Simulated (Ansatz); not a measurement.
Ansatz input file:

```yaml
crystal:
  lattice:
    - [-3.32544429, 3.32544429, 1.92238566]
    - [3.32544429, -3.32544429, 1.92238566]
    - [3.32544429, 3.32544429, -1.92238566]
  atoms:
    - { symbol: Si, position: [0.17880106, 0.17880106, 0.35760212] }
    - { symbol: Si, position: [0.82119894, 0.82119894, 0.64239788] }
    - { symbol: Si, position: [0.17880106, 0.82119894, 0.0] }
    - { symbol: Si, position: [0.82119894, 0.17880106, 0.0] }
basis:
  ecutwfc: 420
kpoints:
  mp_grid: { grid: [10, 10, 10] }
hamiltonian:
  xc: pbe
scf:
  occupations: { method: gaussian, width: 0.01 }
output:
  forces: true
  stress: true
  eigenvalues: true
  populations: true
```

Run as
```bash
ansatz run input.yaml --threads 1 --pin off --max-ram 2560MiB --backend cpu --events-out ev --progress --plain --runs-dir out
```

The calculation used DFT PBE, scalar-relativistic, plane waves, PAW in Ansatz.

Part of what the program printed, abridged (final results; tables in files aren't shown):

```
SCF 1 converged in 6 iterations: F = -2542.831454 eV  dr2 = 3.23e-10
SCF converged after 6 iterations
Free energy (F): -2542.831454 eV
Harris-Foulkes:  -2542.831454 eV  (|F-HF|=1.04e-9)
Internal energy: -2542.831454 eV  (E = F + TS)
E sigma→0 (E₀):  -2542.831454 eV
Fermi energy:    6.008706 eV
--- Per-component energies (eV) ---
  E_band       = 9.898214
  E_kinetic    = 160.961086
  E_local      = -138.706070  (includes V_loc(G=0)·N_el)
  E_nonlocal   = 103.908306
  E_hartree    = 40.040544
  E_xc         = -220.436611
  E_vxc        = -186.507878  (∫ρ·V_xc dr)
  E_paw        = -2051.067395  (= ΣΔE_a)
  E_vpaw       = -9.838363  (= ΣTr[D̂ρ^β])
  E_aug_tail   = 0.000025  (compensation charges beyond the density's cutoff)
  E_ewald      = -437.531341
  E_smearing   =  0.000000  (= −TS)
--- Forces (eV/Å), atoms counted from 1 ---
  atom   1  Si    -0.00593314    -0.00593314     0.00000000
  atom   2  Si     0.00593314     0.00593314     0.00000000
  atom   3  Si     0.00593314    -0.00593314     0.00000000
  atom   4  Si    -0.00593314     0.00593314     0.00000000
--- Stress (GPa, compression-positive) ---
        1.380767       0.000000       0.000000
        0.000000       1.380767       0.000000
        0.000000       0.000000       1.345372
  P = ⅓ Tr σ = 1.3690 GPa (13.690 kbar)
--- Band table (eV; the first three rows and the last of 102) ---
  k-point 0: bands = ["-6.2200", "-2.0001", "0.2594", "0.2594", "2.0741", "4.3352", "4.3352", "5.2692", "7.2516", "7.4209", "7.4209", "8.1348"]
  k-point 1: bands = ["-6.1649", "-2.2324", "0.2733", "0.3027", "2.3605", "4.2709", "4.3221", "4.9243", "7.1354", "7.4268", "7.8105", "8.0626"]
  k-point 2: bands = ["-6.0021", "-2.7777", "0.3251", "0.4267", "3.0042", "4.1232", "4.2747", "4.2885", "6.7435", "7.9028", "7.9054", "7.9529"]
  k-point 101: bands = ["-4.0214", "-4.0214", "-3.3205", "0.8339", "2.8896", "5.5993", "5.8296", "5.8296", "6.2162", "9.0355", "9.3070", "9.8427"]
--- Löwdin populations: 4 sites ---
  site symbol q [e]
     0     Si      3.9587
     1     Si      3.9587
     2     Si      3.9587
     3     Si      3.9587
  spilling = 0.010320 (of n_electrons = 16.000000)
```

Self-consistency was reached.

Time: 8 s on 1 thread of Intel(R) Xeon(R) Processor @ 2.70GHz, with other jobs on the host, peak memory 0.41 GiB.